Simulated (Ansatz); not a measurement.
Ansatz input file:

```yaml
crystal:
  lattice:
    - [0.0, 2.03, 2.03]
    - [2.03, 0.0, 2.03]
    - [2.03, 2.03, 0.0]
  atoms:
    - { symbol: Ti, position: [0.0, 0.0, 0.0] }
basis:
  ecutwfc: 500
kpoints:
  mp_grid: { grid: [18, 18, 18] }
hamiltonian:
  xc: r2scan
scf:
  occupations: { method: gaussian, width: 0.1 }
output:
  forces: true
  stress: true
  eigenvalues: true
  populations: true
```

Launched with
```bash
ansatz run input.yaml --threads 1 --pin off --max-ram 2560MiB --backend cpu --events-out ev --progress --plain --runs-dir out
```

All numbers below come from DFT r2SCAN, scalar-relativistic, plane waves, PAW in Ansatz.

Part of what the program printed, abridged:

```
Pseudopotentials: kind: paw
Pseudopotential: Ti, paw, valence charge 12, recommended cutoff 500 eV (meta_gga)
Functional definition: r2SCAN
Crystal: 1 atom, lattice volume = 16.731 Å³
Basis set: ecut = 500 eV, 411 PW (Γ), exchange–correlation on 96×96×96 points (64 copies of the dense FFT grid, shifted against one another)
Bands: 10, of which v1, the nominal top of the filled ones, is band 6 counted from 1 (5 counted from 0)
Symmetry: 48 space group operations
Space group: Fm-3m (ITA 225), of the structure as read, at distance tolerance 2.6e-5 Å
k-points: 195 of 5832
Initial density: superposition of atomic densities (neutral atoms: chi_scale 0, normalization atom), corrected by the library's trained network
Initial wavefunctions: pseudopotential atomic-orbital guess
Functional: x = r2scan, c = r2scan; τ floored in thin density (d = 2e-4 eV/Å³)
SCF iter   1: F=—  HF=-2504.270859 eV  |F-HF|=—  |Δ(HF+E_count)|=         —  Δρ=1.51e-2  dr2=3.47e-2  dr2_τ=9.07e-3  ethr=1.77e-3  ⟨swp⟩=4.4  Hψ=10572  notcnv=0
SCF iter   2: F=—  HF=-2504.294019 eV  |F-HF|=—  |Δ(HF+E_count)|=   2.32e-2  Δρ=4.68e-3  dr2=2.28e-3  dr2_τ=7.69e-4  ethr=2.89e-4  ⟨swp⟩=2.8  Hψ=5279  notcnv=0  defer=11
SCF iter   3: F=—  HF=-2504.293716 eV  |F-HF|=—  |Δ(HF+E_count)|=   3.04e-4  Δρ=1.75e-3  dr2=1.64e-4  dr2_τ=6.90e-5  ethr=1.90e-5  ⟨swp⟩=3.0  Hψ=3817  notcnv=0  defer=11
SCF iter   4: F=—  HF=-2504.294157 eV  |F-HF|=—  |Δ(HF+E_count)|=   4.42e-4  Δρ=1.39e-4  dr2=1.40e-6  dr2_τ=4.31e-7  ethr=1.37e-6  ⟨swp⟩=2.0  Hψ=3088  notcnv=0  defer=11
SCF iter   5: F=—  HF=-2504.294163 eV  |F-HF|=—  |Δ(HF+E_count)|=   5.72e-6  Δρ=3.10e-5  dr2=8.08e-8  dr2_τ=9.08e-9  ethr=1.16e-8  ⟨swp⟩=2.3  Hψ=2900  notcnv=0  defer=11
SCF iter   6: F=-2504.294163 eV  HF=-2504.294163 eV  |F-HF|=1.24e-8  |Δ(HF+E_count)|=   1.33e-7  Δρ=7.88e-6  dr2=6.16e-9  dr2_τ=8.58e-10  ethr=6.73e-10  ⟨swp⟩=2.2  Hψ=7135  notcnv=0
SCF 1 converged in 6 iterations: F = -2504.294163 eV  dr2 = 6.16e-9
SCF converged after 6 iterations
Free energy (F): -2504.294163 eV
Harris-Foulkes:  -2504.294163 eV  (|F-HF|=1.24e-8)
Internal energy: -2504.286822 eV  (E = F + TS)
E sigma→0 (E₀):  -2504.290492 eV
Entropy (-TS):   -0.007342 eV (-7.342 meV/atom)
Fermi energy:    13.849913 eV
--- Per-component energies (eV) ---
  E_band       = -162.801442
  E_kinetic    = 273.514344
  E_local      = -788.949662  (includes V_loc(G=0)·N_el)
  E_nonlocal   = 7.425716
  E_hartree    = 324.789594
  E_xc         = -93.107870
  E_vxc        = -133.152145  (∫ρ·V_xc dr)
  E_paw        = -1056.900645  (= ΣΔE_a)
  E_vpaw       = -180.398596  (= ΣTr[D̂ρ^β])
  E_aug_tail   = 0.000075  (compensation charges beyond the density's cutoff)
  E_vtau       = 9.182029  (kinetic-family band-sum trace: ∫τ·v_τ [+ j·A + Jᵃ·Aᵃ] dr)
  E_ewald      = -1170.804918
  E_core_change = -0.253457  (= ΣΔE_core)
  E_smearing   = -0.007342  (= −TS)
--- Forces (eV/Å), atoms counted from 1 ---
  atom   1  Ti     0.00000000     0.00000000     0.00000000
--- Stress (GPa, compression-positive) ---
        4.395483       0.000000       0.000000
        0.000000       4.395483       0.000000
        0.000000       0.000000       4.395483
  P = ⅓ Tr σ = 4.3955 GPa (43.955 kbar)
--- Band table (eV; the first three rows and the last of 195) ---
  k-point 0: bands = ["-45.1468", "-19.8952", "-19.8952", "-19.8952", "7.2714", "14.8716", "14.8716", "14.8716", "16.7603", "16.7603"]
  k-point 1: bands = ["-45.1423", "-19.9199", "-19.8982", "-19.8982", "7.3799", "14.7996", "14.9112", "14.9112", "16.7330", "16.7330"]
  k-point 2: bands = ["-45.1295", "-19.9906", "-19.9069", "-19.9069", "7.6978", "14.6029", "15.0150", "15.0150", "16.6703", "16.6703"]
  k-point 194: bands = ["-44.9488", "-20.4396", "-20.3598", "-20.1793", "12.1477", "13.1193", "13.7476", "16.3820", "18.1013", "22.3161"]
--- Löwdin populations: 1 site ---
  site symbol q [e]
     0     Ti     11.8459
  spilling = 0.012839 (of n_electrons = 12.000000)
```

The calculation finished and met its thresholds.

It took 5.4 s on 1 thread of Intel(R) Xeon(R) Platinum 8488C (Sapphire Rapids), on a shared host, peak memory 0.43 GiB.